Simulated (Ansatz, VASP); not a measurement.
One calculation of ZnS, two programs

```
Zn S
1.0
     0.00000    2.72700    2.72700
     2.72700    0.00000    2.72700
     2.72700    2.72700    0.00000
Zn S
1 1
Direct
  0.00000 0.00000 0.00000
  0.75000 0.75000 0.75000
```

Change from the starting cell: volume scaled by 1.025.

Alike in both runs: task single point; functional PBEsol; k mesh 8 × 8 × 8; occupations fermi-dirac, width 0.01 eV; no spin polarisation.

```csv
,VASP,Ansatz
version,VASP 6.6.1,Ansatz 0.2.0
potentials or method,"VASP PAW PBE potentials, release 64 (Zn, S), cutoff 520 eV","all-electron LAPW, scalar-relativistic"
```

Ansatz gave:

- gap on the k mesh at the Fermi level (eV): 1.86
- pressure (GPa): -3.8

Q: Estimate VASP's values.

A: gap on the k mesh at the Fermi level (eV): 1.86; pressure (GPa): -3.6.

Ansatz ran all-electron here, so the differences hold the error of VASP's frozen core and of both bases.

Caveats: the PAW data sets were made with another functional, which shifts forces and pressure a little (VASP).
